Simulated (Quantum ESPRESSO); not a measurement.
**Cost and result for the electronic dielectric constant of PbF2**

The structure is cubic, space group Fm-3m (No. 225). Conventional cell: a = 5.927 Å, b = 5.927 Å, c = 5.927 Å, α = 90.00°, β = 90.00°, γ = 90.00°. Pb (site symmetry m-3m) is surrounded by 8 F at 2.57 Å. F (site symmetry -43m) has 4 Pb at 2.57 Å as nearest neighbours.

```csv
rung,level,program and potentials,cutoff (eV),k mesh,task,core time,chip,electronic dielectric constant,notes
LDA,LDA,"Quantum ESPRESSO, GBRV 1.5 LDA",612,"6 × 6 × 6, shifted",dielectric tensor,3.1 min,Arm Neoverse V2,3.39,-
GGA,PBE,"Quantum ESPRESSO, GBRV 1.5 PBE",612,"6 × 6 × 6, shifted",dielectric tensor,3.3 min,Arm Neoverse V2,3.32,-
LDA,LDA,"Quantum ESPRESSO, PseudoDojo 0.4.1 SR LDA standard",1143,"4 × 4 × 4, shifted",phonons,5.6 min,Intel Xeon 6975P-C Granite Rapids,3.44,cell relaxed first (16.35 Å³/atom)
GGA,AM05,"Quantum ESPRESSO, PseudoDojo 0.4.1 SR PBE standard",1143,"4 × 4 × 4, shifted",phonons,5.8 min,Intel Xeon 6975P-C Granite Rapids,3.35,potentials made for PBE; cell relaxed first (17.41 Å³/atom)
GGA,PW91,"Quantum ESPRESSO, PseudoDojo 0.4.1 SR PBE standard",1143,"4 × 4 × 4, shifted",phonons,6.2 min,Intel Xeon 6975P-C Granite Rapids,3.28,potentials made for PBE; cell relaxed first (17.88 Å³/atom)
GGA,WC,"Quantum ESPRESSO, PseudoDojo 0.4.1 SR PBE standard",1143,"4 × 4 × 4, shifted",phonons,6.2 min,Intel Xeon 6975P-C Granite Rapids,3.39,potentials made for PBE; cell relaxed first (17.13 Å³/atom)
GGA,PBE,"Quantum ESPRESSO, JTH 2.0 PBE",707,"4 × 4 × 4, shifted",phonons,7.5 min,Arm Neoverse V2,3.32,-
GGA,PBE,"Quantum ESPRESSO, SPMS 1.0 PBE",1197,"4 × 4 × 4, shifted",phonons,7.6 min,Arm Neoverse V2,3.30,-
GGA,PBE,"Quantum ESPRESSO, PseudoDojo 0.4.1 SR PBE standard",1143,"4 × 4 × 4, shifted",phonons,8.2 min,Arm Neoverse V2,(a),-
GGA,PBE,"Quantum ESPRESSO, SSSP 1.3 efficiency PBE",748,"4 × 4 × 4, shifted",phonons,8.7 min,Arm Neoverse V2,3.32,-
non-local van der Waals functional,vdW-DF-cx,"Quantum ESPRESSO, PseudoDojo 0.4.1 SR PBE standard",1143,"4 × 4 × 4, shifted",phonons,13 min,Intel Xeon 6975P-C Granite Rapids,3.34,potentials made for PBE; cell relaxed first (17.34 Å³/atom)
GGA,PBE,"Quantum ESPRESSO, Ansatz NC SR PBE",1320,"4 × 4 × 4, shifted",phonons,15 min,Arm Neoverse V2,3.32,-
```

Times are single runs on shared hosts and different chips, so they are rough; meshes, cutoffs and the tasks' sizes weigh on the time. All rows: no spin polarisation. The cell comes from a database and isn't always the measured one. Meshes differ between rows, which moves values too. All levels ran on this one cell, unrelaxed unless noted. Meshes are those of the run's cell of 3 atoms unless a note names another. Runs on faulty files, with rough fits or with known faults for this quantity aren't shown. No row holds spin-orbit coupling.

Problem. Estimate the value left out from the other rows.

Solution. (a) 3.31.
